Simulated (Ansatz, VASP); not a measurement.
**Cross-check of SiC (SiC (P6_3mc)) between VASP and Ansatz**

One calculation is typed for both programs; each brings its own data sets. How far apart do they land? The cell is taken from a series of runs on this material, whose earlier steps may have relaxed, scaled, displaced or heated it; both programs get it as it stands.

Main program and level: Ansatz 0.2.0; plane waves, with VASP 6.6.1 beside it; relaxation of cell and atoms at r2SCAN.

## 1. Starting point

The structure is hexagonal, space group P6_3mc (No. 186). Conventional cell: a = 3.078 Å, b = 3.078 Å, c = 10.076 Å, α = 90.00°, β = 90.00°, γ = 120.00°. Nearest to Si lie 4 C at 1.88 to 1.89 Å. Nearest to Si lie 4 C at 1.89 Å. C has 4 Si at 1.89 Å nearest. Nearest to C lie 4 Si at 1.88 to 1.89 Å. Farther neighbours are not listed.

Structure file:

```
Si C
1.0
     3.07807    0.00000    0.00000
    -1.53903    2.66568    0.00000
     0.00000    0.00000   10.07595
Si C
4 4
Cartesian
  0.0000 0.0000 5.0364
  0.0000 1.7771 2.5181
  1.5390 0.8886 7.5561
  0.0000 0.0000 10.0743
  0.0000 0.0000 1.8873
  0.0000 0.0000 6.9252
  0.0000 1.7771 4.4127
  1.5390 0.8886 9.4507
```

## 2. VASP: relaxation of cell and atoms, r2SCAN

The relaxed volume is the usual yardstick between codes: in a stiff, nearly cubic crystal its relative difference is about their pressure difference at one cell divided by the bulk modulus.

Lines of VASP's logs that name or quote its potential files are left out, and so is its time.

INCAR reads:

```
SYSTEM = SiC
PREC = Accurate
ENCUT = 660
EDIFF = 1E-07
NELM = 120
ISMEAR = 0
SIGMA = 0.01
LREAL = .FALSE.
ALGO = Normal
METAGGA = R2SCAN
LASPH = .TRUE.
NBANDS = 24
LORBIT = 11
LWAVE = .FALSE.
LCHARG = .FALSE.
ISIF = 3
IBRION = 2
NSW = 80
EDIFFG = -0.005
GGA_COMPAT = .FALSE.
NELMIN = 4
EFERMI = MIDGAP
LMIXTAU = .TRUE.
KPAR = 2
```

POSCAR reads:

```
SiC
1.0
    3.0780680000      0.0000000000      0.0000000000
   -1.5390340000      2.6656850000      0.0000000000
    0.0000000000      0.0000000000     10.0759470000
Si C
4 4
Direct
    0.0000000000      0.0000000000      0.4998396677
    0.3333332708      0.6666665416      0.2499115964
    0.6666667292      0.3333334584      0.7499115468
    0.0000000000      0.0000000000      0.9998396181
    0.0000000000      0.0000000000      0.1873033870
    0.0000000000      0.0000000000      0.6873033373
    0.3333332708      0.6666665416      0.4379452373
    0.6666667292      0.3333334584      0.9379452869
```

KPOINTS reads:

```
Automatic mesh
0
Gamma
10 10 3
0 0 0
```

The projector-augmented-wave data sets are Si and C (PBE family, release 64).

Command:

```bash
$ mpirun -np 2 vasp_std
```

The log of the run:

```text
[banner, memory and clock lines left out]
running    2 mpi-ranks, on    1 nodes
 distrk:  each k-point on    1 cores,    2 groups
 distr:  one band on    1 cores,    1 groups

 POSCAR found type information on POSCAR SiC
 POSCAR found :  2 types and       8 ions
|                                                                             |
|               ----> ADVICE to this user running VASP <----                  |
|                                                                             |
|     You enforced a specific xc type in the INCAR file but a different       |
|     [... a line on the potential file left out ...]
|     I HOPE YOU KNOW WHAT YOU ARE DOING!                                     |
|                                                                             |

 LDA part: xc-table for (None), standard interpolation
 POSCAR, INCAR and KPOINTS ok, starting setup
 FFT: planning ... GRIDC
 FFT: planning ... GRID_SOFT
 FFT: planning ... GRID
 WAVECAR not read
 entering main loop
       N       E                     dE             d eps       ncg     rms          rms(c)
DAV:   1     0.860738893459E+02    0.86074E+02   -0.17391E+04  1344   0.148E+03
DAV:   2    -0.807550474060E+02   -0.16683E+03   -0.15550E+03  1848   0.234E+02
DAV:   3    -0.892073355168E+02   -0.84523E+01   -0.83973E+01  1784   0.503E+01
DAV:   4    -0.893176851211E+02   -0.11035E+00   -0.11026E+00  1760   0.677E+00
DAV:   5    -0.893197108827E+02   -0.20258E-02   -0.20255E-02  1768   0.873E-01    0.184E+01
DAV:   6    -0.810432157068E+02    0.82765E+01   -0.20325E+01  1688   0.214E+01    0.105E+01
DAV:   7    -0.767597721220E+02    0.42834E+01   -0.15293E+00  1752   0.783E+00    0.416E+00
DAV:   8    -0.773489626003E+02   -0.58919E+00   -0.10184E+00  1664   0.711E+00    0.252E+00
DAV:   9    -0.768441946152E+02    0.50477E+00   -0.28238E-01  1560   0.459E+00    0.108E+00
DAV:  10    -0.773028068005E+02   -0.45861E+00   -0.23148E-01  1512   0.413E+00    0.604E-01
DAV:  11    -0.773119190984E+02   -0.91123E-02   -0.27763E-02  1616   0.158E+00    0.205E-01
DAV:  12    -0.773227712837E+02   -0.10852E-01   -0.11078E-02  1640   0.940E-01    0.183E-01
DAV:  13    -0.773241293672E+02   -0.13581E-02   -0.46644E-04  1656   0.183E-01    0.112E-01
DAV:  14    -0.773247094109E+02   -0.58004E-03   -0.32306E-04  1712   0.119E-01    0.217E-02
[...]
DAV:  18    -0.773259799954E+02   -0.54075E-04   -0.10635E-05  1536   0.290E-02    0.496E-03
DAV:  19    -0.773259794505E+02    0.54491E-06   -0.44995E-06  1704   0.155E-02    0.289E-03
DAV:  20    -0.773259813781E+02   -0.19276E-05   -0.31718E-07  1472   0.472E-03    0.162E-03
DAV:  21    -0.773259812037E+02    0.17438E-06   -0.50623E-08   952   0.152E-03    0.947E-04
DAV:  22    -0.773259814333E+02   -0.22959E-06   -0.36078E-08   904   0.128E-03    0.542E-04
DAV:  23    -0.773259813242E+02    0.10904E-06   -0.62895E-08   880   0.217E-03    0.982E-05
DAV:  24    -0.773259814424E+02   -0.11814E-06   -0.14312E-08   856   0.805E-04    0.184E-04
DAV:  25    -0.773259813918E+02    0.50587E-07   -0.16600E-09   864   0.293E-04
   1 F= -.77325981E+02 E0= -.77325981E+02  d E =-.773260E+02
 curvature:   0.00 expect dE= 0.000E+00 dE for cont linesearch  0.000E+00
 trial: gam= 0.00000 g(F)=  0.543E-05 g(S)=  0.104E-02 ort = 0.000E+00 (trialstep = 0.100E+01)
 search vector abs. value=  0.105E-02
 bond charge predicted
       N       E                     dE             d eps       ncg     rms          rms(c)
DAV:   1    -0.773260165386E+02   -0.35096E-04   -0.15786E-02  1640   0.821E-01    0.160E-01
DAV:   2    -0.773257086632E+02    0.30788E-03   -0.56588E-04  1704   0.141E-01    0.881E-02
DAV:   3    -0.773259211387E+02   -0.21248E-03   -0.42063E-04  1648   0.119E-01    0.183E-02
DAV:   4    -0.773258783337E+02    0.42805E-04   -0.64894E-05  1704   0.538E-02    0.121E-02
DAV:   5    -0.773259169082E+02   -0.38575E-04   -0.21921E-05  1496   0.376E-02    0.857E-03
DAV:   6    -0.773259004716E+02    0.16437E-04   -0.10927E-05  1680   0.270E-02    0.604E-03
DAV:   7    -0.773259187773E+02   -0.18306E-04   -0.31850E-06  1600   0.167E-02    0.413E-03
DAV:   8    -0.773259193877E+02   -0.61040E-06   -0.15944E-06  1464   0.122E-02    0.499E-04
DAV:   9    -0.773259201730E+02   -0.78526E-06   -0.84373E-08  1144   0.228E-03    0.352E-04
DAV:  10    -0.773259195808E+02    0.59222E-06   -0.17008E-08   888   0.110E-03    0.299E-04
DAV:  11    -0.773259197461E+02   -0.16533E-06   -0.34351E-09   816   0.462E-04    0.831E-05
DAV:  12    -0.773259195927E+02    0.15334E-06   -0.12312E-09   808   0.314E-04    0.447E-05
DAV:  13    -0.773259196853E+02   -0.92589E-07   -0.33404E-10   776   0.149E-04
   2 F= -.77325920E+02 E0= -.77325920E+02  d E =0.617065E-04
 trial-energy change:    0.000062  1 .order    0.000065   -0.001046    0.001176
 step:   0.4729(harm=  0.4708)  dis= 0.00012  next Energy=   -77.326229 (dE=-0.248E-03)
 bond charge predicted
       N       E                     dE             d eps       ncg     rms          rms(c)
DAV:   1    -0.773262585348E+02   -0.33894E-03   -0.43768E-03  1632   0.431E-01    0.840E-02
DAV:   2    -0.773261774137E+02    0.81121E-04   -0.15550E-04  1704   0.740E-02    0.464E-02
DAV:   3    -0.773262296690E+02   -0.52255E-04   -0.11924E-04  1648   0.631E-02    0.972E-03
DAV:   4    -0.773262231001E+02    0.65689E-05   -0.18715E-05  1696   0.288E-02    0.642E-03
DAV:   5    -0.773262274775E+02   -0.43774E-05   -0.62565E-06  1496   0.201E-02    0.452E-03
DAV:   6    -0.773262296508E+02   -0.21733E-05   -0.30645E-06  1704   0.143E-02    0.320E-03
DAV:   7    -0.773262264597E+02    0.31911E-05   -0.86087E-07  1608   0.876E-03    0.227E-03
DAV:   8    -0.773262293857E+02   -0.29260E-05   -0.47524E-07  1456   0.665E-03    0.266E-04
DAV:   9    -0.773262289429E+02    0.44278E-06   -0.25366E-08   816   0.125E-03    0.186E-04
DAV:  10    -0.773262292743E+02   -0.33132E-06   -0.49262E-09   800   0.591E-04    0.157E-04
DAV:  11    -0.773262291925E+02    0.81800E-07   -0.95269E-10   752   0.241E-04
   3 F= -.77326229E+02 E0= -.77326229E+02  d E =-.247801E-03
 curvature:  -0.24 expect dE=-0.373E-06 dE for cont linesearch -0.147E-08
 trial: gam= 0.00396 g(F)=  0.134E-05 g(S)=  0.250E-06 ort =-0.255E-05 (trialstep = 0.895E+00)
 search vector abs. value=  0.158E-05
 reached required accuracy - stopping structural energy minimisation
```

Parts of OUTCAR (step 2):

```text
ion  position               nearest neighbor table
   1  0.000  0.000  0.500-   7 1.88   7 1.88   7 1.88   6 1.89   2 3.08   2 3.08   2 3.08   3 3.08
                             3 3.08   3 3.08
   2  0.333  0.667  0.250-   5 1.89   5 1.89   5 1.89   7 1.89   1 3.08   1 3.08   1 3.08   4 3.08
                             4 3.08   4 3.08
   3  0.667  0.333  0.750-   6 1.89   6 1.89   6 1.89   8 1.89   4 3.08   4 3.08   4 3.08   1 3.08
                             1 3.08   1 3.08
   4  0.000  0.000  1.000-   8 1.88   8 1.88   8 1.88   5 1.89   3 3.08   3 3.08   3 3.08   2 3.08
                             2 3.08   2 3.08
   5  0.000  0.000  0.187-   2 1.89   2 1.89   2 1.89   4 1.89
   6  0.000  0.000  0.687-   3 1.89   3 1.89   3 1.89   1 1.89
   7  0.333  0.667  0.438-   1 1.88   1 1.88   1 1.88   2 1.89
   8  0.667  0.333  0.938-   4 1.88   4 1.88   4 1.88   3 1.89

  LATTYP: Found a hexagonal cell.
 ALAT       =     3.0780680000
 C/A-ratio  =     3.2734647188

 Subroutine GETGRP returns: Found 12 space group operations
 (whereof  6 operations were pure point group operations)

The static configuration has the point symmetry C_3v.
 The point group associated with its full space group is C_6v.

 Found     28 irreducible k-points:

   k-points           NKPTS =     28   k-points in BZ     NKDIM =     28   number of bands    NBANDS=     24

   dimension x,y,z NGX =    28 NGY =   28 NGZ =   84
   dimension x,y,z NGXF=    56 NGYF=   56 NGZF=  168

   ENCUT  =  660.0 eV  48.51 Ry    6.96 a.u.   6.45  6.45 21.11*2*pi/ulx,y,z

   NELECT =      32.0000    total number of electrons

 k-points in reciprocal lattice and weights: Automatic mesh
   0.00000000  0.00000000  0.00000000       0.003
   0.10000000 -0.00000000  0.00000000       0.020
   0.20000000 -0.00000000  0.00000000       0.020
   0.30000000  0.00000000  0.00000000       0.020
   0.40000000  0.00000000  0.00000000       0.020
   0.50000000  0.00000000  0.00000000       0.010
   0.10000000  0.10000000  0.00000000       0.020
   0.20000000  0.10000000  0.00000000       0.040
   0.30000000  0.10000000  0.00000000       0.040
[...]
0.40000000  0.20000000  0.33333333       0.040
   0.30000000  0.30000000  0.33333333       0.040

 average (electrostatic) potential at core
       1 -83.2687       2 -83.3091       3 -83.3091       4 -83.2687       5 -46.6666
       6 -46.6666       7 -46.6036       8 -46.6036

 E-fermi :   9.3926

 k-point     1 :       0.0000    0.0000    0.0000
  band No.  band energies     occupation
    ...
     12       7.4735      2.00000
     13       7.4735      2.00000
     14       8.0354      2.00000
     15       8.0863      2.00000
     16       8.0863      2.00000
     17      13.7693      0.00000
     18      14.3615      0.00000
     19      15.0010      0.00000
     20      15.0151      0.00000
     21      15.6111      0.00000
    ...

 k-point     2 :       0.1000   -0.0000    0.0000
  band No.  band energies     occupation
    ...
     12       7.1203      2.00000
     13       7.2212      2.00000
     14       7.4238      2.00000
     15       7.9137      2.00000
     16       8.0042      2.00000
     17      14.0855      0.00000
     18      14.6898      0.00000
     19      14.7937      0.00000
     20      15.2872      0.00000
     21      15.5374      0.00000
    ...

 k-point     3 :       0.2000   -0.0000    0.0000
  band No.  band energies     occupation
    ...
     12       5.9808      2.00000
     13       6.6202      2.00000
     14       6.6723      2.00000
     15       7.5278      2.00000
     16       7.7071      2.00000
     17      12.9520      0.00000
     18      13.6222      0.00000
     19      14.0962      0.00000
     20      15.3142      0.00000
     21      15.7671      0.00000
    ...

  Total       -0.0011966     -0.0011966      0.0062131      0.0000000      0.0000000      0.0000000
  in kB       -0.0232366     -0.0232366      0.1206522      0.0000000      0.0000000      0.0000000
  external PRESSURE =       0.0247263 kB  Pullay stress =       0.0000000 kB

  energy-cutoff  :      660.00
  volume of cell :       82.51
      direct lattice vectors                 reciprocal lattice vectors
     3.075804651  0.000000000  0.000000000     0.325118177  0.187707073  0.000000000
    -1.537902326  2.663724883  0.000000000     0.000000000  0.375414145  0.000000000
     0.000000000  0.000000000 10.070222629     0.000000000  0.000000000  0.099302671

 POSITION                                       TOTAL-FORCE (eV/Angst)
 -----------------------------------------------------------------------------------
     -0.00000      0.00000      5.03361         0.000000     -0.000000      0.001952
     -0.00000      1.77582      2.51659         0.000000     -0.000000      0.001643
      1.53790      0.88791      7.55170        -0.000000      0.000000      0.001643
      0.00000      0.00000     10.06873         0.000000     -0.000000      0.001952
      0.00000      0.00000      1.88610         0.000000     -0.000000     -0.002459
      0.00000      0.00000      6.92121        -0.000000      0.000000     -0.002459
     -0.00000      1.77582      4.41025        -0.000000     -0.000000     -0.001135
      1.53790      0.88791      9.44536         0.000000      0.000000     -0.001135
 -----------------------------------------------------------------------------------
    total drift:                               -0.000000     -0.000000     -0.000762

  FREE ENERGIE OF THE ION-ELECTRON SYSTEM (eV)
  ---------------------------------------------------
  free  energy   TOTEN  =       -77.3262291925 eV

  energy  without entropy=      -77.3262291925  energy(sigma->0) =      -77.32622919

 reached required accuracy - stopping structural energy minimisation

 total charge
# of ion       s       p       d       tot
------------------------------------------
    1        0.703   0.979   0.000   1.682
    2        0.702   0.981   0.000   1.683
    3        0.702   0.981   0.000   1.683
    4        0.703   0.979   0.000   1.682
    5        0.849   1.718   0.000   2.567
    6        0.849   1.718   0.000   2.567
    7        0.849   1.720   0.000   2.569
    8        0.849   1.720   0.000   2.569
--------------------------------------------------
tot          6.206  10.796   0.000  17.002

[... 3 further parts left out ...]
```

The run keeps the 12 symmetry operations of its start, so it cannot find a distortion of lower symmetry.

## 3. Ansatz: relaxation of cell and atoms, r2SCAN

Ansatz runs on its default PAW (the set named soft_2) files.

The same cell, functional and mesh now go to Ansatz.

input.yaml reads:

```yaml
crystal:
  lattice:
    - [3.0780679, 0.0, 0.0]
    - [-1.539034, 2.665685, 0.0]
    - [0.0, 0.0, 10.0759466]
  atoms:
    - { symbol: Si, position: [0.0, 0.0, 0.4998397] }
    - { symbol: Si, position: [0.33333333, 0.66666667, 0.2499116] }
    - { symbol: Si, position: [0.66666667, 0.33333333, 0.7499116] }
    - { symbol: Si, position: [0.0, 0.0, 0.9998397] }
    - { symbol: C, position: [0.0, 0.0, 0.1873034] }
    - { symbol: C, position: [0.0, 0.0, 0.6873034] }
    - { symbol: C, position: [0.33333333, 0.66666667, 0.4379453] }
    - { symbol: C, position: [0.66666667, 0.33333333, 0.9379453] }
basis:
  ecutwfc: 500
  xc_grid: 2
hamiltonian:
  xc: r2scan
kpoints:
  mp_grid: { grid: [10, 10, 3] }
scf:
  occupations: { method: fixed }
  max_iter: 100
relax:
  f_tol: 0.005
  max_steps: 60
  cell: {}
output:
  forces: true
  stress: true
checkpoint:
  write: "../cell.run"
  compress: false
  write_wavefunctions: false
  write_every: 100000
```

Command:

```bash
$ ansatz run input.yaml --threads 12 --pin off --max-ram 56524MiB --backend cuda --events-out ev --progress --plain --runs-dir out
```

The log of the run:

```text
Engine: ansatz 0.2.0, aarch64-unknown-linux-gnu
[...]
Pseudopotential: Si, paw, valence charge 4, recommended cutoff 500 eV (meta_gga), Si.paw.azcp
Pseudopotential: C, paw, valence charge 4, recommended cutoff 500 eV (meta_gga), C.paw.azcp
Functional definition: r2SCAN
[...]
Crystal: 8 atoms, lattice volume = 82.675 Å³
Basis set: ecut = 500 eV, 2137 PW (Γ), exchange–correlation on 48×48×150 points (8 copies of the dense FFT grid, shifted against one another)
Bands: 24, of which v1, the nominal top of the filled ones, is band 16 counted from 1 (15 counted from 0)
[...]
Space group: P63mc (ITA 186), of the structure as read, at distance tolerance 4.4e-5 Å
k-points: 28 of 300 (time reversal used)
[...]
Functional: x = r2scan, c = r2scan; τ floored in thin density (d = 2e-4 eV/Å³)
[...]
SCF 4 converged in 4 iterations: F = -3565.335628 eV  dr2 = 6.68e-12
relax step   4: F+E_penalty+E_count = -3565.33562833 eV  Δ(F+E_penalty+E_count) = +6.000e-6 eV  max|allowed force component| = 1.447e-3 eV/Å  Δτ_max = 0.0000 Å  P = -0.011 GPa  Ω = 82.658 Å³  stress o [...]
basis re-selected at this cell: Δ(F+E_penalty+E_count) = +6.000e-6 eV, ΔP = +0.000 GPa vs the last step (what re-selecting the basis moved, of the pressure what is left beyond the Pulay correction tha [...]
SCF converged after 4 iterations
Free energy (F): -3565.335628 eV
[...]
Fermi energy:    9.448763 eV
--- Per-component energies (eV) ---
[...]
--- Forces (eV/Å), atoms counted from 1 ---
[...]
--- Stress (GPa, compression-positive) ---
       -0.010075       0.000000       0.000000
        0.000000      -0.010075       0.000000
        0.000000       0.000000      -0.011606
  P = ⅓ Tr σ = -0.0106 GPa (-0.106 kbar)
--- Band table (eV; the first three rows and the last of 28) ---
[...]
--- Relaxed structure (3 steps of the walk, 3 accepted, 1 SCFs on fresh bases) ---
[...]
```

## 4. Side by side

Known differences besides the potentials themselves: VASP keeps PBE cores, Ansatz makes them for the functional; fixed occupations in Ansatz, narrow Gaussian smearing in VASP; the cutoff is 500 eV in Ansatz and 660 eV in VASP; Ansatz adds a Pulay correction to the stress that steers its cell, VASP none. Total energies have different zeros and are not compared.

Compared:

```
                                         quantity  Ansatz    VASP  difference
                                      volume (Å³)   82.66   82.51     +0.18 %
edge a after relaxation, in the typed setting (Å)   3.078   3.076     +0.06 %
edge c after relaxation, in the typed setting (Å)  10.077  10.070     +0.06 %
```

## 5. Summary of results

```yaml
difference_in_volume_relaxation_of_cell_and_atoms_r2scan: 0.18 %
```

**Reading.** The difference in volume is 0.18 % (relaxation of cell and atoms, r2SCAN), within the 1.2 % picked in this series as the mark of a large difference, as far as the stopping tolerances let one tell. Such differences can come from data sets, numerical settings and the points named under the comparisons, not from the functional's error against experiment.

[Lines on the potential files, build, host, timing and source positions are cut from VASP's logs without a mark.]

[Logs are printed without paths, hosts, clocks, repeated set-up lines and the standing remarks that a program may print on its own settings, such as how far it seeks lower states.]

[Hosts, paths, dates, database ids (printed as entryN), source tags and the programs' standing remarks are cut or masked in the printed files.]
